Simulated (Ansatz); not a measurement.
**SiC: a normal mode against strain, part 1 of 2**

Aim: map the energy of SiC (P6_3mc, No. 186; 8 atoms in the cell) over two coordinates, and find its wells, ridges and stiffness.

Method: DFT PBEsol, scalar-relativistic, plane waves, PAW, in Ansatz 0.2.0.

13 further runs of the same task are left out: 13 set aside as unsound or not needed. Runs told in other sessions of the task aren't counted.

## Step 1: The structure to begin with

It takes space group P6_3mc (No. 186, hexagonal). The conventional cell has a = 3.078 Å, b = 3.078 Å, c = 10.076 Å, α = 90.00°, β = 90.00°, γ = 120.00°. Si (site symmetry 3m) is surrounded by 4 C at 1.89 Å. Si (site symmetry 3m) is surrounded by 4 C at 1.88 to 1.89 Å. C (site symmetry 3m) is surrounded by 4 Si at 1.88 to 1.89 Å. Around C (site symmetry 3m) lie 4 Si at 1.89 Å.

Coordinates:

```cif
data_structure
_symmetry_space_group_name_H-M 'P6_3mc'
_symmetry_Int_Tables_number 186
_cell_length_a 3.0781
_cell_length_b 3.0781
_cell_length_c 10.0758
_cell_angle_alpha 90.000
_cell_angle_beta 90.000
_cell_angle_gamma 120.000
_cell_volume 82.67
loop_
_atom_site_label
_atom_site_type_symbol
_atom_site_symmetry_multiplicity
_atom_site_Wyckoff_symbol
_atom_site_fract_x
_atom_site_fract_y
_atom_site_fract_z
_atom_site_occupancy
Si1 Si 2 b 0.66667 0.33333 0.93783 1
Si2 Si 2 a 0.00000 0.00000 0.68790 1
C1 C 2 b 0.66667 0.33333 0.74982 1
C2 C 2 a 0.00000 0.00000 0.50045 1
```

It goes back to an entry of the Materials Project.

This cell was relaxed beforehand with the same method: volume 10.33 Å³/atom, gap on the mesh 2.12 eV.

## Step 2: Setting up the map

The energy is mapped over a normal mode and a strain (zone-centre modes of the cell shown) (x along [1 0 0], y along [1 2 0], z along [0 0 1] of the conventional cell).

The axes are (1) amplitude of mode 4 (188 cm⁻¹), largest displacement in the unstrained cell: 11 values from −0.141 Å; (2) strain +e along z and -e/2 along x and y: 7 values from −7.00 %.

Nothing else is relaxed (the pattern is fixed in fractional coordinates). Energies count from the relaxed high-symmetry cell. Points are written as (first, second).

The modes come from a phonon run on the reference cell, made beforehand.

Displacement patterns for an amplitude of 1 (Å):

| atom | x1 | y1 | z1 |
| --- | --- | --- | --- |
| Si1 | 1.000 | 0.000 | 0.000 |
| Si2 | -1.000 | 0.000 | 0.000 |
| Si3 | -0.437 | 0.000 | 0.000 |
| Si4 | 0.437 | 0.000 | 0.000 |
| C5 | -0.305 | 0.000 | 0.000 |
| C6 | 0.305 | 0.000 | 0.000 |
| C7 | -0.991 | 0.000 | 0.000 |
| C8 | 0.991 | 0.000 | 0.000 |

Below, 8 of the grid's runs; all are launched alike.

## Step 3: The run at (−0.085 Å, −7.00 %)

input.yaml reads:

```yaml
crystal:
  lattice:
    - [3.185799403, 0.0, 0.0]
    - [-1.5928997015, 2.7589832144, 0.0]
    - [0.0, 0.0, 9.3705023952]
  atoms:
    - { symbol: Si, position: [0.6391818853, 0.3333333333, 0.9378278417] }
    - { symbol: Si, position: [0.3608181147, 0.6666666667, 0.4378278417] }
    - { symbol: Si, position: [0.0120156783, 0.0, 0.6878973493] }
    - { symbol: Si, position: [-0.0120156783, 0.0, 0.1878973493] }
    - { symbol: C, position: [0.6750472883, 0.3333333333, 0.7498191684] }
    - { symbol: C, position: [0.3249527117, 0.6666666667, 0.2498191684] }
    - { symbol: C, position: [0.0272313221, 0.0, 0.5004546406] }
    - { symbol: C, position: [-0.0272313221, 0.0, 0.0004546406] }
basis:
  ecutwfc: 520.0
kpoints:
  mp_grid: { grid: [12, 12, 4] }
hamiltonian:
  xc: pbesol
  pseudopotentials: { kind: paw, azcp: { folder: soft_1 } }
scf:
  occupations: { method: gaussian, width: 0.05 }
output:
  forces: true
  stress: true
  eigenvalues: true
```

On the command line:

```console
> ansatz run input.yaml --threads 2 --pin off --max-ram 4096MiB --backend cpu --events-out ev --progress --plain --runs-dir out
```

The log of the run:

```text
Warning: <dir> the record states the generating functional pbe (its physics header spells it `PBE`), which answers neither for hamiltonian.xc's functional nor for the pbesol family's — results may be inconsistent (PPs are generated against a specific XC)
Warning: <dir> the record states the generating functional pbe (its physics header spells it `PBE`), which answers neither for hamiltonian.xc's functional nor for the pbesol family's — results may be inconsistent (PPs are generated against a specific XC)
Warning: RAYON_NUM_THREADS=2 ignored (pool sized by the plan → 2); use --threads N
Engine: ansatz 0.2.0, x86_64-unknown-linux-gnu
Pseudopotentials: kind: paw
Pseudopotential: Si, paw, valence charge 4, recommended cutoff 420 eV (normal), <dir>
Pseudopotential: C, paw, valence charge 4, recommended cutoff 420 eV (normal), <dir>
Functional definition: PBEsol
  exchange = pbesol_x
  correlation = pbesol_c
Crystal: 8 atoms, lattice volume = 82.363 Å³
Basis set: ecut = 520 eV, 2189 PW (Γ), exchange–correlation on 48×48×144 points (8 copies of the dense FFT grid, shifted against one another)
Bands: 24, of which v1, the nominal top of the filled ones, is band 16 counted from 1 (15 counted from 0)
Symmetry: 2 space group operations
Space group: P21 (ITA 4), of the structure as read, at distance tolerance 4.4e-5 Å
k-points: 222 of 576 (time reversal used)
Non-local potential: Si, projectors of the file, l = 0: 2, l = 1: 2, l = 2: 1
Non-local potential: C, projectors of the file, l = 0: 2, l = 1: 2, l = 2: 1
PAW form: soft (Blöchl's): semilocal exchange-correlation on the pseudo side does not see the compensation charge
PAW frozen core: Si, regenerated for the run's functional, and the local potential with it (the file was generated under x = pbe(κ = 0.804, μ = 0.2195149727645171), c = pbe(β = 0.06672455060314922))
PAW frozen core: C, regenerated for the run's functional, and the local potential with it (the file was generated under x = pbe(κ = 0.804, μ = 0.2195149727645171), c = pbe(β = 0.06672455060314922))
PAW one-centre angular grid: Si, 110 points (default); XC on 64 Gauss nodes
PAW one-centre angular grid: C, 110 points (default); XC on 64 Gauss nodes
Initial density: superposition of atomic densities (chi_scale 0.1, normalization cell, long waves kept (reshape's long-wave potential 0.00 eV rms))
Initial wavefunctions: pseudopotential atomic-orbital guess
Functional: x = pbesol(κ = 0.804, μ = 0.12345679012345678), c = pbesol(β = 0.046)
SCF iter   1: F=—  HF=-3479.809057 eV  |F-HF|=—  |Δ(HF+E_count)|=         —  Δρ=1.38e-1  dr2=1.90e1  ethr=3.10e-3  ⟨swp⟩=6.7  Hψ=30874  notcnv=0  defer=18
preconditioner: auto → none  [insulator: Δε(μ)=3.641 eV  Ē_g=12.677 eV  σ=0.050 eV  W_gap=1.00  n_scr=12 (ndim 8)  ℏωp=23.1 eV  f_vac=0.000  D(μ)=0.00/eV (n_scr^D=0)  ε∞_Penn≈4.3]
SCF iter   2: F=—  HF=-3473.823901 eV  |F-HF|=—  |Δ(HF+E_count)|=    5.99e0  Δρ=3.43e-2  dr2=6.85e-1  ethr=3.10e-3  ⟨swp⟩=4.1  Hψ=13835  notcnv=0  defer=680
SCF iter   3: F=—  HF=-3473.668862 eV  |F-HF|=—  |Δ(HF+E_count)|=   1.55e-1  Δρ=1.18e-2  dr2=5.82e-2  ethr=2.14e-3  ⟨swp⟩=2.9  Hψ=9133  notcnv=0  defer=680
SCF iter   4: F=—  HF=-3473.661685 eV  |F-HF|=—  |Δ(HF+E_count)|=   7.18e-3  Δρ=7.01e-4  dr2=4.10e-4  ethr=1.82e-4  ⟨swp⟩=2.2  Hψ=6456  notcnv=0  defer=680
SCF iter   5: F=—  HF=-3473.661775 eV  |F-HF|=—  |Δ(HF+E_count)|=   8.98e-5  Δρ=2.18e-4  dr2=3.81e-5  ethr=1.28e-6  ⟨swp⟩=2.1  Hψ=8279  notcnv=0  defer=458
automatic band count: iteration 5 solves 23 bands in place of 24: the levels show a gap, and the empty bands left out lie too high to hold charge; the band table lists the bands solved (type scf.n_extra_bands for more)
SCF iter   6: F=—  HF=-3473.661818 eV  |F-HF|=—  |Δ(HF+E_count)|=   4.31e-5  Δρ=6.55e-5  dr2=4.94e-6  ethr=1.19e-7  ⟨swp⟩=2.0  Hψ=7530  notcnv=0  defer=458
SCF iter   7: F=—  HF=-3473.661817 eV  |F-HF|=—  |Δ(HF+E_count)|=   7.04e-7  Δρ=1.68e-5  dr2=2.17e-7  ethr=1.54e-8  ⟨swp⟩=2.0  Hψ=7207  notcnv=0  defer=458
SCF iter   8: F=-3473.661817 eV  HF=-3473.661817 eV  |F-HF|=2.78e-9  |Δ(HF+E_count)|=   1.33e-8  Δρ=3.71e-6  dr2=6.54e-9  ethr=3.13e-10  ⟨swp⟩=12.7  Hψ=30958  notcnv=0
SCF 1 converged in 8 iterations: F = -3473.661817 eV  dr2 = 6.54e-9
SCF converged after 8 iterations
Free energy (F): -3473.661817 eV
Harris-Foulkes:  -3473.661817 eV  (|F-HF|=2.78e-9)
Internal energy: -3473.661817 eV  (E = F + TS)
E sigma→0 (E₀):  -3473.661817 eV
Fermi energy:    10.483213 eV
--- Per-component energies (eV) ---
  E_band       = 114.299996
  E_kinetic    = 534.406986
  E_local      = -387.238934  (includes V_loc(G=0)·N_el)
  E_nonlocal   = 182.488446
  E_hartree    = 128.827816
  E_xc         = -419.923312
  E_vxc        = -434.897521  (∫ρ·V_xc dr)
  E_paw        = -2375.802759  (= ΣΔE_a)
  E_vpaw       = -38.114332  (= ΣTr[D̂ρ^β])
  E_aug_tail   = 0.000048  (compensation charges beyond the density's cutoff)
  E_ewald      = -1136.630754
  E_core_change = 0.210645  (= ΣΔE_core)
  E_smearing   = -0.000000  (= −TS)
  E_closure    = 0.000000  (closes the sum)
  Σ components = -3473.661817   (vs F -3473.661817, Δ=0.00e0)
--- Forces (eV/Å), atoms counted from 1 ---
  atom   1  Si     0.24324160     0.01418752     1.59762200
  atom   2  Si    -0.24324160    -0.01418752     1.59762200
  atom   3  Si    -0.16685893    -0.00941397     1.85900629
  atom   4  Si     0.16685893     0.00941397     1.85900629
  atom   5  C      0.01505387     0.01896785    -1.75939565
  atom   6  C     -0.01505387    -0.01896785    -1.75939565
  atom   7  C     -0.11306213     0.00704520    -1.69721024
  atom   8  C      0.11306213    -0.00704520    -1.69721024
  max |Σ_I F_I| component: 4.48e-5 eV/Å
--- Stress (GPa, compression-positive) ---
      -17.386727       0.169491       0.000000
        0.169492     -17.184098       0.000000
        0.000000       0.000000      47.123947
  P = ⅓ Tr σ = 4.1844 GPa (41.844 kbar)
--- Band table (eV; the first three rows and the last of 222) ---
  k-point 0: bands = ["-6.0248", "-4.6527", "-4.5607", "-1.5408", "1.1044", "5.8983", "5.9832", "7.6755", "7.7400", "8.2940", "8.3600", "8.4366", "8.6658", "9.3608", "9.4697", "9.7724", "13.0518", "13.8500", "14.7582", "15.1838", "15.4830", "15.5942", "15.7012"]
  k-point 1: bands = ["-5.9347", "-5.2215", "-3.8379", "-2.0421", "1.7282", "4.4496", "7.3498", "7.7286", "7.7906", "8.1006", "8.1341", "8.7216", "8.8530", "9.2755", "9.3846", "9.4647", "13.1262", "13.6486", "14.9540", "15.2177", "15.5705", "15.6397", "15.7801"]
  k-point 2: bands = ["-5.6656", "-5.6656", "-2.9499", "-2.9499", "2.9946", "2.9946", "7.8687", "7.8687", "7.9245", "7.9245", "8.5583", "8.5583", "9.0554", "9.0554", "9.1685", "9.1685", "13.3403", "13.3403", "15.1854", "15.1854", "15.6807", "15.6807", "15.9376"]
  k-point 221: bands = ["-2.6757", "-2.6757", "-1.4912", "-1.4912", "1.5660", "1.5660", "2.3228", "2.3228", "5.9763", "5.9763", "6.1421", "6.1421", "7.2306", "7.2306", "7.9773", "7.9773", "11.6401", "11.6401", "13.9579", "13.9579", "15.9112", "15.9112", "17.4742"]
```

It took 17 s on 2 threads of Intel Xeon Platinum 8488C (Sapphire Rapids), shared host; peak memory 0.77 GiB.

Energy on the map's scale: 1.19 eV.

## Step 4: Grid point (−0.113 Å, 7.00 %)

input.yaml reads:

```yaml
crystal:
  lattice:
    - [2.9703347091, 0.0, 0.0]
    - [-1.4851673545, 2.5723853159, 0.0]
    - [0.0, 0.0, 10.781115659]
  atoms:
    - { symbol: Si, position: [0.6300202915, 0.3333333333, 0.9378278417] }
    - { symbol: Si, position: [0.3699797085, 0.6666666667, 0.4378278417] }
    - { symbol: Si, position: [0.0160209044, 0.0, 0.6878973493] }
    - { symbol: Si, position: [-0.0160209044, 0.0, 0.1878973493] }
    - { symbol: C, position: [0.6778408289, 0.3333333333, 0.7498191684] }
    - { symbol: C, position: [0.3221591711, 0.6666666667, 0.2498191684] }
    - { symbol: C, position: [0.0363084294, 0.0, 0.5004546406] }
    - { symbol: C, position: [-0.0363084294, 0.0, 0.0004546406] }
basis:
  ecutwfc: 520.0
kpoints:
  mp_grid: { grid: [12, 12, 4] }
hamiltonian:
  xc: pbesol
  pseudopotentials: { kind: paw, azcp: { folder: soft_1 } }
scf:
  occupations: { method: gaussian, width: 0.05 }
output:
  forces: true
  stress: true
  eigenvalues: true
```

On the command line:

```console
> ansatz run input.yaml --threads 2 --pin off --max-ram 4096MiB --backend cpu --events-out ev --progress --plain --runs-dir out
```

The log of the run (excerpt; [...] marks lines left out):

```text
[...]
SCF converged after 8 iterations
Free energy (F): -3473.820522 eV
[...]
E sigma→0 (E₀):  -3473.820522 eV
Fermi energy:    10.503923 eV
[...]
--- Forces (eV/Å), atoms counted from 1 ---
  atom   1  Si     0.39925523     0.00728223    -0.52506870
  atom   2  Si    -0.39925523    -0.00728223    -0.52506870
  atom   3  Si    -0.20065661    -0.01057413    -0.63422659
  atom   4  Si     0.20065661     0.01057413    -0.63422659
  atom   5  C     -0.01586193     0.01805497     0.62143669
  atom   6  C      0.01586193    -0.01805497     0.62143669
  atom   7  C     -0.14977997     0.00133255     0.53785394
  atom   8  C      0.14977997    -0.00133255     0.53785394
[...]
--- Stress (GPa, compression-positive) ---
       21.488286       0.496906      -0.000000
        0.496908      21.826875       0.000000
       -0.000000       0.000000     -31.174668
  P = ⅓ Tr σ = 4.0468 GPa (40.468 kbar)
--- Band table (eV; the first three rows and the last of 222) ---
  k-point 0: bands = ["-6.0273", "-5.0294", "-5.0245", "-3.2187", "0.7329", "4.3735", "4.4027", "8.9431", "8.9490", "9.0029", "9.2682", "9.2914", "9.3304", "9.4671", "9.6991", "9.7985", "13.5214", "16.2103", "16.4215", "16.8420", "17.1826", "17.3012", "17.4117"]
[...]
```

Wall time 17 s (2 threads of Intel Xeon Platinum 8488C (Sapphire Rapids), shared host); peak memory 0.77 GiB.

Energy on the map's scale: 1.04 eV.

## Step 5: Grid point (−0.113 Å, −7.00 %)

input.yaml: that of step 4 with these lines changed.

```diff
@@ -2,5 +2,5 @@
   lattice:
-    - [2.9703347091, 0.0, 0.0]
-    - [-1.4851673545, 2.5723853159, 0.0]
-    - [0.0, 0.0, 10.781115659]
+    - [3.185799403, 0.0, 0.0]
+    - [-1.5928997015, 2.7589832144, 0.0]
+    - [0.0, 0.0, 9.3705023952]
   atoms:
```

On the command line:

```console
> ansatz run input.yaml --threads 2 --pin off --max-ram 4096MiB --backend cpu --events-out ev --progress --plain --runs-dir out
```

The log of the run (excerpt; [...] marks lines left out):

```text
[...]
SCF converged after 8 iterations
Free energy (F): -3473.632843 eV
[...]
E sigma→0 (E₀):  -3473.632843 eV
Fermi energy:    10.494152 eV
[...]
--- Forces (eV/Å), atoms counted from 1 ---
  atom   1  Si     0.32708045     0.02509160     1.54950185
  atom   2  Si    -0.32708045    -0.02509160     1.54950185
  atom   3  Si    -0.22184743    -0.01669609     1.84516972
  atom   4  Si     0.22184743     0.01669609     1.84516972
  atom   5  C      0.01658039     0.03370795    -1.70452657
  atom   6  C     -0.01658039    -0.03370795    -1.70452657
  atom   7  C     -0.15207445     0.01246191    -1.69012464
  atom   8  C      0.15207445    -0.01246191    -1.69012464
[...]
--- Stress (GPa, compression-positive) ---
      -17.479195       0.224004       0.000000
        0.224006     -17.116824       0.000000
        0.000000       0.000000      46.802356
  P = ⅓ Tr σ = 4.0688 GPa (40.688 kbar)
--- Band table (eV; the first three rows and the last of 222) ---
  k-point 0: bands = ["-6.0241", "-4.6520", "-4.5596", "-1.5398", "1.1080", "5.8998", "5.9900", "7.6718", "7.7575", "8.2863", "8.3719", "8.3959", "8.6972", "9.3406", "9.4852", "9.7985", "13.0589", "13.8404", "14.7300", "15.1552", "15.4332", "15.5836", "15.7278"]
[...]
```

Run time: 18 s. Hardware: 2 threads of Intel Xeon Platinum 8488C (Sapphire Rapids), shared host; peak memory 0.76 GiB.

Energy on the map's scale: 1.22 eV.

## Step 6: Point (−0.085 Å, 0.00 %)

input.yaml reads:

```yaml
crystal:
  lattice:
    - [3.0780670561, 0.0, 0.0]
    - [-1.539033528, 2.6656842651, 0.0]
    - [0.0, 0.0, 10.0758090271]
  atoms:
    - { symbol: Si, position: [0.6391818853, 0.3333333333, 0.9378278417] }
    - { symbol: Si, position: [0.3608181147, 0.6666666667, 0.4378278417] }
    - { symbol: Si, position: [0.0120156783, 0.0, 0.6878973493] }
    - { symbol: Si, position: [-0.0120156783, 0.0, 0.1878973493] }
    - { symbol: C, position: [0.6750472883, 0.3333333333, 0.7498191684] }
    - { symbol: C, position: [0.3249527117, 0.6666666667, 0.2498191684] }
    - { symbol: C, position: [0.0272313221, 0.0, 0.5004546406] }
    - { symbol: C, position: [-0.0272313221, 0.0, 0.0004546406] }
basis:
  ecutwfc: 520.0
kpoints:
  mp_grid: { grid: [12, 12, 4] }
hamiltonian:
  xc: pbesol
  pseudopotentials: { kind: paw, azcp: { folder: soft_1 } }
scf:
  occupations: { method: gaussian, width: 0.05 }
output:
  forces: true
  stress: true
  eigenvalues: true
```

On the command line:

```console
> ansatz run input.yaml --threads 2 --pin off --max-ram 4096MiB --backend cpu --events-out ev --progress --plain --runs-dir out
```

The log of the run (excerpt; [...] marks lines left out):

```text
[...]
SCF converged after 8 iterations
Free energy (F): -3474.813306 eV
[...]
E sigma→0 (E₀):  -3474.813306 eV
Fermi energy:    10.547917 eV
[...]
--- Forces (eV/Å), atoms counted from 1 ---
  atom   1  Si     0.31006537     0.00757397    -0.01522119
  atom   2  Si    -0.31006537    -0.00757397    -0.01522119
  atom   3  Si    -0.13492425    -0.00717159    -0.00207900
  atom   4  Si     0.13492425     0.00717159    -0.00207900
  atom   5  C     -0.04133747     0.01318148     0.01888498
  atom   6  C      0.04133747    -0.01318148     0.01888498
  atom   7  C     -0.13222743     0.00240522    -0.00159102
  atom   8  C      0.13222743    -0.00240522    -0.00159102
[...]
--- Stress (GPa, compression-positive) ---
       -0.190502       0.236531       0.000000
        0.236533       0.030317       0.000000
        0.000000       0.000000      -0.021429
  P = ⅓ Tr σ = -0.0605 GPa (-0.605 kbar)
--- Band table (eV; the first three rows and the last of 222) ---
  k-point 0: bands = ["-6.0095", "-4.8264", "-4.7893", "-2.4022", "0.8231", "5.0962", "5.1426", "8.2873", "8.3389", "8.7510", "8.7818", "8.8292", "8.9935", "9.4521", "9.4807", "9.5425", "14.5327", "15.0901", "15.6863", "15.7185", "16.2685", "16.3850", "16.4829"]
[...]
```

Wall time 17 s (2 threads of Intel Xeon Platinum 8488C (Sapphire Rapids), shared host); peak memory 0.77 GiB.

That is 0.043 eV from the zero.

## Step 7: Grid point (0.000 Å, 4.67 %)

input.yaml reads:

```yaml
crystal:
  lattice:
    - [3.0061941903, 0.0, 0.0]
    - [-1.5030970951, 2.6034405375, 0.0]
    - [0.0, 0.0, 10.5463493087]
  atoms:
    - { symbol: Si, position: [0.6666666667, 0.3333333333, 0.9378278417] }
    - { symbol: Si, position: [0.3333333333, 0.6666666667, 0.4378278417] }
    - { symbol: Si, position: [0.0, 0.0, 0.6878973493] }
    - { symbol: Si, position: [0.0, 0.0, 0.1878973493] }
    - { symbol: C, position: [0.6666666667, 0.3333333333, 0.7498191684] }
    - { symbol: C, position: [0.3333333333, 0.6666666667, 0.2498191684] }
    - { symbol: C, position: [0.0, 0.0, 0.5004546406] }
    - { symbol: C, position: [0.0, 0.0, 0.0004546406] }
basis:
  ecutwfc: 520.0
kpoints:
  mp_grid: { grid: [12, 12, 4] }
hamiltonian:
  xc: pbesol
  pseudopotentials: { kind: paw, azcp: { folder: soft_1 } }
scf:
  occupations: { method: gaussian, width: 0.05 }
output:
  forces: true
  stress: true
  eigenvalues: true
```

On the command line:

```console
> ansatz run input.yaml --threads 2 --pin off --max-ram 4096MiB --backend cpu --events-out ev --progress --plain --runs-dir out
```

The log of the run (excerpt; [...] marks lines left out):

```text
Warning: <dir> the record states the generating functional pbe (its physics header spells it `PBE`), which answers neither for hamiltonian.xc's functional nor for the pbesol family's — results may be inconsistent (PPs are generated against a specific XC)
[...]
Warning: RAYON_NUM_THREADS=2 ignored (pool sized by the plan → 2); use --threads N
[...]
[... 4 set-up lines as earlier in the session ...]
[...]
Crystal: 8 atoms, lattice volume = 82.540 Å³
Basis set: ecut = 520 eV, 2271 PW (Γ), exchange–correlation on 48×48×160 points (8 copies of the dense FFT grid, shifted against one another)
Bands: 24, of which v1, the nominal top of the filled ones, is band 16 counted from 1 (15 counted from 0)
Symmetry: 12 space group operations
Space group: P63mc (ITA 186), of the structure as read, at distance tolerance 4.4e-5 Å
k-points: 57 of 576 (time reversal used)
[...]
SCF iter   8: F=-3474.416496 eV  HF=-3474.416496 eV  |F-HF|=9.32e-10  |Δ(HF+E_count)|=   1.23e-7  Δρ=3.11e-6  dr2=4.17e-9  ethr=3.13e-10  ⟨swp⟩=13.3  Hψ=7733  notcnv=0
[...]
SCF converged after 8 iterations
Free energy (F): -3474.416496 eV
[...]
E sigma→0 (E₀):  -3474.416496 eV
Fermi energy:    10.520305 eV
[...]
--- Forces (eV/Å), atoms counted from 1 ---
  atom   1  Si    -0.00000000    -0.00000000    -0.43447464
  atom   2  Si     0.00000000     0.00000000    -0.43447464
  atom   3  Si    -0.00000000     0.00000000    -0.51242783
  atom   4  Si    -0.00000000    -0.00000000    -0.51242783
  atom   5  C      0.00000000    -0.00000000     0.50022845
  atom   6  C      0.00000000     0.00000000     0.50022845
  atom   7  C     -0.00000000    -0.00000000     0.44664183
  atom   8  C     -0.00000000     0.00000000     0.44664183
[...]
--- Stress (GPa, compression-positive) ---
       14.021188      -0.000000       0.000000
        0.000000      14.021188      -0.000000
        0.000000      -0.000000     -22.354764
  P = ⅓ Tr σ = 1.8959 GPa (18.959 kbar)
--- Band table (eV; the first three rows and the last of 57) ---
[... band rows left out ...]
[...]
```

Run time: 4.5 s. Hardware: 2 threads of Intel Xeon Platinum 8488C (Sapphire Rapids), shared host; peak memory 0.46 GiB.

On the map this point reads 0.44 eV.

(Continued in part 2 of 2.)
